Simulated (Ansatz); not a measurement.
# CoO: band structure with RPBE+D4

CoO:

```
Co O
1.0
     0.00000    2.13150    2.13150
     2.13150    0.00000    2.13150
     2.13150    2.13150    0.00000
Co O
1 1
Direct
  0.00373 0.98967 0.00079
  0.48337 0.54029 0.49710
```

The cell isn't the ideal one: atoms moved at random, drawn with an rms of 0.1 Å.

| Property | Result |
| --- | --- |
| Program | Ansatz 0.2.0 |
| Task | band structure |
| Functional | RPBE |
| Dispersion | D4 |
| Potentials or basis | all-electron LAPW, scalar-relativistic |
| Cutoff | 398 eV (chosen from the basis error) |
| Basis error allowed | 0.001 eV/atom |
| k mesh | 8 × 8 × 8 |
| Occupations | gaussian, width 0.05 eV |
| Spin | non-collinear spin, program default start |

| Property | Result |
| --- | --- |
| Pressure | -19.7 GPa |
| Largest force | 0.092 eV/Å |
| Band gap along the path | none (metal or under the smearing width) |
| Net moment | 0.00 μB per cell |
| Absolute moment | 0.00 μB per cell |

Forces on the atoms (eV/Å):
```
Co  -0.063  0.041 -0.054
O    0.063 -0.041  0.054
```

Stress tensor (GPa, compression positive):
```
-18.68  -0.69   0.87
 -0.69 -20.34  -0.45
  0.87  -0.45 -20.02
```

Levels at the corners of the path, in eV from the Fermi level:
```csv
point,band 24,band 25,band 26,band 27,band 28,band 29
Γ,-1.22,-0.88,-0.88,-0.78,-0.78,1.23
X,-0.27,-0.25,-0.25,-0.16,-0.16,6.46
W,-0.25,-0.23,-0.23,0.56,0.56,8.47
K,-0.29,0.01,0.01,0.54,0.54,7.89
Γ,-1.22,-0.88,-0.88,-0.78,-0.78,1.23
L,-0.28,1.41,1.41,1.54,1.54,5.41
U,-0.27,0.03,0.03,0.52,0.52,7.91
W,-0.25,-0.23,-0.23,0.56,0.56,8.47
```

Moments on the atoms (μB; x, y, z):
```
Co  0.00 0.00 0.00
O   0.00 0.00 0.00
```

Run time: 4.6 min on 2 threads of Intel(R) Xeon(R) Processor @ 2.70GHz, on a shared host, peak memory 0.97 GiB.

Caveat: the k mesh is thin for a metal, which can move the energy by tens of meV per atom; the magnetic state may not be the lowest; so large a pressure means that the cell lies far from this level's equilibrium, or that cutoff or potentials fall short; semilocal functionals often make such compounds metallic where correlation or magnetic order opens a gap, which also shifts bond lengths; pairwise dispersion overbinds metals, which lowers pressure and volume.
